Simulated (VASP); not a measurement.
# Ru in VASP: work function with PBE

Aim: the work function of Ru with PBE.

All numbers are computed with VASP 6.6.1; they aren't measurements. Logs are shortened: lines on timing, memory, paths and dates and some standing lists are left out, and cuts for length are marked.

**1. The undisturbed crystal**

The cell holds a slab with vacuum, 6 atoms: a = 2.706 Å, b = 2.706 Å, c = 25.705 Å, α = 90.00°, β = 90.00°, γ = 120.00°.

The slab is cut from a database's or a generator's crystal, which needn't be the stable form of the element.

**2. Work function, PBE (the (0 0 1) slab of Ru, cut from the database cell, not relaxed)**

INCAR

```
PREC = Accurate
ENCUT = 520
EDIFF = 1E-6
ISMEAR = 0
SIGMA = 0.05
LREAL = F
LASPH = T
NELM = 60
ALGO = Normal
ISIF = 2
LWAVE = F
LCHARG = T
LDIPOL = T
IDIPOL = 3
DIPOL = 0.5 0.5 0.500
GGA = PE
LELF = T
LVHAR = T
LVACPOTAV = T
```

KPOINTS

```
regular mesh
0
Gamma
  11 11 1
```

POSCAR

```
Ru
1.0
    2.7057993342      0.0000000000      0.0000000000
   -1.3528996671      2.3432909610      0.0000000000
    0.0000000000      0.0000000000     25.7047500000
Ru
6
Direct
    0.6666666667      0.3333333334      0.2917748665
    0.3333333333      0.6666666666      0.3750649199
    0.6666666667      0.3333333334      0.4583549733
    0.3333333333      0.6666666666      0.5416450267
    0.6666666667      0.3333333334      0.6249350801
    0.3333333333      0.6666666666      0.7082251335
```

Potentials or basis: VASP PAW PBE potentials, release 64 (Ru_pv).

Launch:

```sh
> cat potpaw_PBE.64/Ru_pv/POTCAR > POTCAR
> mpirun -np 1 vasp_std > vasp.out
```

OUTCAR:

```text
PREC = Accurate
   ENCUT = 520
   EDIFF = 1E-6
   ISMEAR = 0
   LREAL = F
   LASPH = T
   NELM = 60
   ISIF = 2
   GGA = PE

 ion  position               nearest neighbor table
   1  0.667  0.333  0.292-   2 2.65   2 2.65   2 2.65
   2  0.333  0.667  0.375-   1 2.65   3 2.65   1 2.65   3 2.65   1 2.65   3 2.65
   3  0.667  0.333  0.458-   2 2.65   2 2.65   4 2.65   4 2.65   2 2.65   4 2.65
   4  0.333  0.667  0.542-   5 2.65   5 2.65   3 2.65   3 2.65   5 2.65   3 2.65
   5  0.667  0.333  0.625-   4 2.65   6 2.65   4 2.65   6 2.65   4 2.65   6 2.65
   6  0.333  0.667  0.708-   5 2.65   5 2.65   5 2.65

  LATTYP: Found a hexagonal cell.
 ALAT       =     2.7057993342
 C/A-ratio  =     9.4998729858

  Lattice vectors:

 A1 = (   2.7057993342,   0.0000000000,   0.0000000000)
 A2 = (  -1.3528996671,   2.3432909610,   0.0000000000)
 A3 = (   0.0000000000,   0.0000000000,  25.7047500000)

Analysis of symmetry for initial positions (statically):
=====================================================================
 Subroutine PRICEL returns:
 Original cell was already a primitive cell.

 Routine SETGRP: Setting up the symmetry group for a
 hexagonal supercell.

 Subroutine GETGRP returns: Found 12 space group operations
 (whereof 12 operations were pure point group operations)
 out of a pool of 24 trial point group operations.

The static configuration has the point symmetry D_3d.

Analysis of symmetry for dynamics (positions and initial velocities):
=====================================================================
 Subroutine PRICEL returns:
 Original cell was already a primitive cell.

 Routine SETGRP: Setting up the symmetry group for a
 hexagonal supercell.

 Subroutine GETGRP returns: Found 12 space group operations
 (whereof 12 operations were pure point group operations)
 out of a pool of 24 trial point group operations.

The dynamic configuration has the point symmetry D_3d.

 Subroutine INISYM returns: Found 12 space group operations
 (whereof 12 operations are pure point group operations),
 and found     1 'primitive' translations

----------------------------------------------------------------------------------------

                                     Primitive cell

  volume of cell :     162.9803

  direct lattice vectors                    reciprocal lattice vectors
     2.705799334  0.000000000  0.000000000     0.369576556  0.213375124  0.000000000
    -1.352899667  2.343290961  0.000000000     0.000000000  0.426750249  0.000000000
     0.000000000  0.000000000 25.704750000     0.000000000  0.000000000  0.038903316

  length of vectors
     2.705799334  2.705799334 25.704750000     0.426750249  0.426750249  0.038903316

  position of ions in fractional coordinates (direct lattice)
     0.666666667  0.333333333  0.291774866
     0.333333333  0.666666667  0.375064920
     0.666666667  0.333333333  0.458354973
     0.333333333  0.666666667  0.541645027
     0.666666667  0.333333333  0.624935080
     0.333333333  0.666666667  0.708225134

  ion indices of the primitive-cell ions
   primitive index   ion index
                 1           1
                 2           2
                 3           3
                 4           4
                 5           5
                 6           6

----------------------------------------------------------------------------------------

 KPOINTS: regular mesh

Automatic generation of k-mesh.
 Grid dimensions read from file:
 generate k-points for:   11   11    1

 Generating k-lattice:

  Cartesian coordinates                     Fractional coordinates (reciprocal lattice)
     0.033597869  0.019397739  0.000000000     0.090909091  0.000000000  0.000000000
     0.000000000  0.038795477  0.000000000     0.000000000  0.090909091  0.000000000
     0.000000000  0.000000000  0.038903316     0.000000000  0.000000000  1.000000000

  Length of vectors
     0.038795477  0.038795477  0.038903316

  Shift w.r.t. Gamma in fractional coordinates (k-lattice)
     0.000000000  0.000000000  0.000000000

 Subroutine IBZKPT returns following result:
 ===========================================

 Found     16 irreducible k-points:

 Following reciprocal coordinates:
            Coordinates               Weight
  0.000000  0.000000  0.000000      1.000000
  0.090909 -0.000000  0.000000      6.000000
  0.181818  0.000000  0.000000      6.000000
  0.272727  0.000000  0.000000      6.000000
  0.363636 -0.000000  0.000000      6.000000
  0.454545 -0.000000  0.000000      6.000000
[... 8 lines left out ...]
  0.272727  0.272727  0.000000      6.000000
  0.363636  0.272727  0.000000      6.000000
   k-points           NKPTS =     16   k-points in BZ     NKDIM =     16   number of bands    NBANDS=     50
   number of dos      NEDOS =    301   number of ions     NIONS =      6
   total plane-waves  NPLWV =  76800
   dimension x,y,z NGX =    20 NGY =   20 NGZ =  192
   dimension x,y,z NGXF=    40 NGYF=   40 NGZF=  384
   ions per type =               6
   NGX,Y,Z   is equivalent  to a cutoff of  12.29, 12.29, 12.42 a.u.
   NGXF,Y,Z  is equivalent  to a cutoff of  24.58, 24.58, 24.84 a.u.
 SYSTEM =  unknown system
   PREC   = accura    normal or accurate (medium, high low for compatibility)
   ISTART =      0    job   : 0-new  1-cont  2-samecut
   ICHARG =      2    charge: 1-file 2-atom 10-const
   ISPIN  =      1    spin polarized calculation?
   LNONCOLLINEAR =      F non collinear calculations
   LSORBIT =      F    spin-orbit coupling
   LASPH  =      T    aspherical Exc in radial PAW
   ENCUT  =  520.0 eV  38.22 Ry    6.18 a.u.   5.03  5.03 47.79*2*pi/ulx,y,z
   NELM   =     60;   NELMIN=  2; NELMDL= -5     # of ELM steps
   EDIFF  = 0.1E-05   stopping-criterion for ELM
   LREAL  =      F    real-space projection
   EDIFFG = 0.1E-04   stopping-criterion for IOM
   NSW    =      0    number of steps for IOM
   IBRION =     -1    ionic relax: 0-MD 1-quasi-New 2-CG
   NFREE  =      0    steps in history (QN), initial steepest desc. (CG)
   ISIF   =      2    stress and relaxation
   ISYM   =      2    0-nonsym 1-usesym 2-fastsym
   POTIM  = 0.5000    time-step for ionic-motion
   TEBEG  =    0.0;   TEEND  =   0.0 temperature during run
   PSTRESS=    0.0 pullay stress
   NELECT =      84.0000    total number of electrons
   NUPDOWN=      -1.0000    fix difference up-down
   EMIN   =  10.00;   EMAX   =-10.00  energy-range for DOS
   EFERMI =   0.00;   METHOD = LEGACY
   ISMEAR =     0;   SIGMA  =   0.05  broadening in eV -4-tet -1-fermi 0-gaus
   EFERMI_NEDOS =   21; number of points for ismear=-14 and -15
   IALGO  =     38    algorithm
   IMIX   =      4    mixing-type and parameters
     AMIX     =   0.40;   BMIX     =  1.00
     AMIX_MAG =   1.60;   BMIX_MAG =  1.00
  volume/ion in A,a.u.               =      27.16       183.31
  Fermi-wavevector in a.u.,A,eV,Ry     =   1.312571  2.480400 23.440703  1.722843
  Thomas-Fermi vector in A             =   2.442954
   LORBIT       =      0    0 simple, 1 ext, 2 COOP (PROOUT), +10 PAW based schemes
   GGA     = PE    functional components
   LHFCALC =     F    Hartree Fock is set to
   AEXX    =    0.0000 exact exchange contribution
   IVDW    =     0    specifies the selected vdW correction
   LEPSILON=     F    determine dielectric tensor
   LRPA    =     F    only Hartree local field effects (RPA)
 non-spin polarized calculation
 Gauss-broadening in eV      SIGMA  =   0.05
  energy-cutoff  :      520.00
  volume of cell :      162.98
 maximum number of plane-waves:      4435
 NGX is ok and might be reduce to    20
   NGX =  9   NGY =  9   NGZ = 95

 dipolmoment           0.000000      0.000000     -0.000000 electrons x Angstroem

 number of electron      84.0000027 magnetization

 dipolmoment           0.000000      0.000000      0.000000 electrons x Angstroem

 Free energy of the ion-electron system (eV)
  ---------------------------------------------------
  ext. energy  EPLUGINS =         0.00000000
  ---------------------------------------------------
  free energy    TOTEN  =       -53.25728719 eV

  energy without entropy =      -53.24550450  energy(sigma->0) =      -53.25139585

 E-fermi :   3.9123     XC(G=0):  -7.8666

 val. band max:        3.9108169447   @ k =   0.3636  -0.0000   0.0000
 cond. band min:       3.9214786631   @ k =   0.2727   0.1818   0.0000
 fundamental gap:      0.0106617184
 Fermi energy:         3.9123001086

 k-point     1 :       0.0000    0.0000    0.0000
  band No.  band energies     occupation
      1     -39.7005      2.00000
      2     -39.5378      2.00000
      3     -39.2019      2.00000
      4     -38.8655      2.00000
      5     -38.8655      2.00000
      6     -38.8593      2.00000
[... 42 lines left out ...]
     49       4.7654      0.00000
     50       4.7832      0.00000

 k-point     2 :       0.0909   -0.0000    0.0000
  band No.  band energies     occupation
      1     -39.6764      2.00000
      2     -39.5246      2.00000
      3     -39.2106      2.00000
      4     -38.9579      2.00000
      5     -38.9094      2.00000
      6     -38.8824      2.00000
[... 42 lines left out ...]
     49       4.4799      0.00000
     50       4.7462      0.00000

 k-point     3 :       0.1818    0.0000    0.0000
  band No.  band energies     occupation
      1     -39.6102      2.00000
      2     -39.4946      2.00000
      3     -39.2632      2.00000
      4     -39.1296      2.00000
      5     -39.0346      2.00000
      6     -38.9694      2.00000
[... 42 lines left out ...]
     49       4.7011      0.00000
     50       5.0482      0.00000

 k-point     4 :       0.2727    0.0000    0.0000
  band No.  band energies     occupation
      1     -39.5288      2.00000
      2     -39.4841      2.00000
      3     -39.3897      2.00000
      4     -39.3385      2.00000
      5     -39.1996      2.00000
      6     -39.1108      2.00000
[... 575 lines left out ...]
 k-point    15 :       0.2727    0.2727    0.0000
  band No.  band energies     occupation
      1     -39.5431      2.00000
      2     -39.5397      2.00000
      3     -39.4628      2.00000
      4     -39.4578      2.00000
      5     -39.3297      2.00000
      6     -39.2888      2.00000
[... 42 lines left out ...]
     49       8.7463      0.00000
     50       9.1292      0.00000

 k-point    16 :       0.3636    0.2727    0.0000
  band No.  band energies     occupation
      1     -39.5358      2.00000
      2     -39.5181      2.00000
      3     -39.4784      2.00000
      4     -39.4136      2.00000
      5     -39.3626      2.00000
      6     -39.3536      2.00000
[... 42 lines left out ...]
     49      10.3740      0.00000
     50      10.9476      0.00000

------------------------ aborting loop because EDIFF is reached ----------------------------------------

  FORCE on cell =-STRESS in cart. coord.  units (eV):
  Direction    XX          YY          ZZ          XY          YZ          ZX
  --------------------------------------------------------------------------------------
  -------------------------------------------------------------------------------------
  Total       -1.6130602     -1.6130602     -1.6092777      0.0000000     -0.0000000      0.0000000
  in kB      -15.8571808    -15.8571808    -15.8199967      0.0000000     -0.0000000      0.0000000
  external PRESSURE =     -15.8447861 kB  Pullay stress =       0.0000000 kB

 VOLUME and BASIS-vectors are now :
 -----------------------------------------------------------------------------
  energy-cutoff  :      520.00
  volume of cell :      162.98
      direct lattice vectors                 reciprocal lattice vectors
     2.705799334  0.000000000  0.000000000     0.369576556  0.213375124  0.000000000
    -1.352899667  2.343290961  0.000000000     0.000000000  0.426750249  0.000000000
     0.000000000  0.000000000 25.704750000     0.000000000  0.000000000  0.038903316

 POSITION                                       TOTAL-FORCE (eV/Angst)
 -----------------------------------------------------------------------------------
      1.35290      0.78110      7.50000         0.000000     -0.000000      0.675241
     -0.00000      1.56219      9.64095         0.000000      0.000000     -0.793557
      1.35290      0.78110     11.78190        -0.000000      0.000000     -0.277549
     -0.00000      1.56219     13.92285         0.000000     -0.000000      0.277549
      1.35290      0.78110     16.06380        -0.000000     -0.000000      0.793557
     -0.00000      1.56219     18.20475         0.000000      0.000000     -0.675241
 -----------------------------------------------------------------------------------
    total drift:                                0.000000      0.000000      0.000000

  FREE ENERGIE OF THE ION-ELECTRON SYSTEM (eV)
  ---------------------------------------------------
  free  energy   TOTEN  =       -53.2572871917 eV

  energy  without entropy=      -53.2455045023  energy(sigma->0) =      -53.25139585

 vacuum level on the upper side and lower side of the slab         9.028         9.028
```

Run time: 3.2 min. Hardware: 1 thread of Intel Xeon Platinum 8375C at 2.90GHz (Ice Lake), shared host; peak memory 0.3 GiB.

What came out:

| Quantity | Value |
| --- | --- |
| Free energy | -53.2573 eV |
| Largest force | 0.794 eV/Å |
| Band gap on the k mesh | none (metal or under the smearing width) |
| Work function of the upper face | 5.12 eV |
| Work function of the lower face | 5.12 eV |

Forces on the atoms (eV/Å):
```
Ru   0.000  0.000  0.675
Ru   0.000  0.000 -0.794
Ru   0.000  0.000 -0.278
Ru   0.000  0.000  0.278
Ru   0.000  0.000  0.794
Ru   0.000  0.000 -0.675
```
